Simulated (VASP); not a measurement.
# As: single point with PBE

The system is As.

```
As
1.0
     3.08188   -1.73655    0.00000
     3.08188    1.73655    0.00000
    -0.12775    0.00000    4.29691
As
3
Direct
  0.31769 0.31769 0.68403
  0.68231 0.68231 0.31597
  0.00000 0.00000 0.00000
```

The cell was built by a generator and needn't be a form met in nature.

```yaml
Program: VASP 6.6.1
Task: single point
Functional: PBE
Potentials_or_basis: VASP PAW PBE potentials, release 64 (As)
Cutoff: 520 eV
k_mesh: 6 × 6 × 4
Occupations: gaussian, width 0.1 eV
Spin: no spin polarisation
Dipole_correction: no
Further_INCAR_settings: ALGO = Fast; EDIFF = 1e-07; NBANDS = 14
```

| Property | Result |
| --- | --- |
| Pressure | 44.0 GPa |
| Largest force | 1.796 eV/Å |
| Band gap on the k mesh | none (metal or under the smearing width) |

Forces on the atoms (eV/Å):
```
As   1.098  0.000 -1.421
As  -1.098  0.000  1.421
As   0.000  0.000  0.000
```

Stress tensor (GPa, compression positive):
```
43.94  0.00  1.13
 0.00 44.07  0.00
 1.13  0.00 44.03
```

Levels at points of the mesh, in eV from the Fermi level:
```
           k point  band 4  band 5  band 6  band 7  band 8  band 9  band 10  band 11  band 12  band 13
(0.00, 0.00, 0.00)   -3.07   -2.43   -2.09   -1.50   -0.03    0.59     4.25     5.26     5.34     7.75
(0.50, 0.00, 0.00)   -6.14   -5.81   -4.87   -4.64    0.49    1.46     2.47     3.37     3.95    11.25
(0.50, 0.50, 0.00)   -5.98   -5.75   -5.47   -4.34    1.13    1.89     2.31     3.49     3.98    11.43
(0.00, 0.00, 0.50)   -2.74   -2.65   -2.44   -0.54    0.45    0.56     1.13     1.93     2.23     5.04
(0.50, 0.00, 0.50)   -9.42   -4.55   -3.40   -2.77   -2.48    4.49     4.91     6.60     7.03     7.87
(0.50, 0.50, 0.50)   -9.14   -4.06   -3.30   -2.50   -2.09    3.64     4.66     7.29     7.34     8.53
```

Run time: 17 s on 1 thread of Intel(R) Xeon(R) Platinum 8559C (Emerald Rapids), with other jobs on the host, peak memory 0.16 GiB.

Caveat: the k mesh is coarse (spacing up to 0.37 Å⁻¹), so the values aren't converged; a pressure of tens of GPa on the cell as given is suspect, and the run, the potentials or the cell itself is likely at fault; forces of over 1 eV/Å show positions far from the minimum, so gaps and moduli don't describe the material at rest.
